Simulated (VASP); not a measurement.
A run of VASP 6.6.1 is set up as follows.

File INCAR:

```
SYSTEM = Te2Mo
ALGO     = Normal         ! electronic algorithm
EDIFF    = 1E-7           ! SCF threshold, eV
EDIFFG   = -0.005         ! ionic threshold
ENCUT    = 600            ! plane-wave cutoff, eV
GGA      = PE             ! functional
IBRION   = 2              ! ionic algorithm
ISIF     = 3              ! what is computed and relaxed
ISMEAR   = 0              ! smearing method
IVDW     = 12             ! dispersion correction
KPAR     = 4            
LASPH    = .TRUE.         ! aspherical terms in the spheres
LCHARG   = .FALSE.        ! write CHGCAR
LREAL    = .FALSE.        ! projectors in reciprocal space
LWAVE    = .FALSE.        ! write WAVECAR
NELM     = 80             ! most SCF steps
NSW      = 90             ! ionic steps
PREC     = Accurate       ! precision mode
SIGMA    = 0.03           ! smearing width, eV
```

File KPOINTS:

```
k-points
0
G
  9 9 2
  0 0 0
```

File POSCAR:

```
Te2Mo                                   
1.0
    3.4956786070     -0.0000000000      0.0000000000
   -1.7478393035      3.0273464772     -0.0000000000
   -0.0000000000     -0.0000000000     13.6948374266
  Te              Mo            
     4     2
Direct
     0.3333333332999970    0.6666666667000030    0.6172428416304346
     0.6666666667000030    0.3333333332999970    0.1172428416304346
     0.3333333332999970    0.6666666667000030    0.8827571583695654
     0.6666666667000030    0.3333333332999970    0.3827571583695654
     0.3333333332999970    0.6666666667000030    0.2500000000000000
     0.6666666667000030    0.3333333332999970    0.7500000000000000
```

Potentials or basis: VASP PAW PBE potentials, release 64 (Te, Mo_sv).

Run with:

```sh
$ cat potpaw_PBE.64/Te/POTCAR potpaw_PBE.64/Mo_sv/POTCAR > POTCAR
$ mpirun -np 4 vasp_std > vasp.out
```

Question: What does it give for the band gap on the k mesh?

Answer: 0.67 eV, indirect (least direct gap 1.03 eV).

Question: Estimate the dispersion energy per atom.

Answer: -0.554 eV.

Final structure:
```
Te Mo
1.0
     3.49568    0.00000    0.00000
    -1.74784    3.02735    0.00000
     0.00000    0.00000   13.69484
Te Mo
4 2
Direct
  0.33333 0.66667 0.61724
  0.66667 0.33333 0.11724
  0.33333 0.66667 0.88276
  0.66667 0.33333 0.38276
  0.33333 0.66667 0.25000
  0.66667 0.33333 0.75000
```

Caveat: the relaxation stopped at its first step, so nothing moved; spin-orbit coupling is left out, which moves the levels of the heavy elements; an odd mesh through Γ misses points on the zone boundary, where band edges often lie.
